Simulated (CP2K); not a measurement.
Crystal: TiAl.

```
Ti Al
1.0
     3.17906    0.00000    0.00000
     0.00000    3.17906    0.00000
     0.00000    0.00000    3.17906
Ti Al
1 1
Direct
  0.00000 0.00000 0.00000
  0.50000 0.50000 0.50000
```

The cell comes from a database or a generator and needn't be the stable form of this composition.

```yaml
Program: CP2K 2026.2
Task: single point
Functional: PBE
Potentials_or_basis: POTENTIAL_UZH Ti GTH-PBE-q12, Al GTH-PBE-q3; TZVP-MOLOPT-PBE-GTH basis
Density_cutoff: 6123 eV
k_mesh: 8 × 8 × 8
Occupations: fermi-dirac, width 0.05 eV
Spin: no spin polarisation
```

On this cell: pressure 0.9 GPa; largest force zero by symmetry; band gap on the k mesh none (metal or under the smearing width).

The same run follows on a disturbed copy (atoms moved at random, drawn with an rms of 0.05 Å):

```xyz
2
Lattice="3.1791 0.0000 0.0000 0.0000 3.1791 0.0000 0.0000 0.0000 3.1791" Properties=species:S:1:pos:R:3 pbc="T T T"
Ti   -0.0036    0.0241    0.0054
Al    1.6191    1.6101    1.5915
```

Question: What changes?

Answer: The energy (extrapolated to zero smearing) moves by +1.8 meV/atom; pressure 1.0 GPa; largest force 0.214 eV/Å; band gap on the k mesh none (metal or under the smearing width).

Forces in eV/Å, atoms in the order of the input:
```
Ti   0.211 -0.025 -0.023
Al  -0.210  0.022  0.022
```

Caveats: the basis of atomic orbitals isn't converged, which shifts pressures, moduli and gaps.
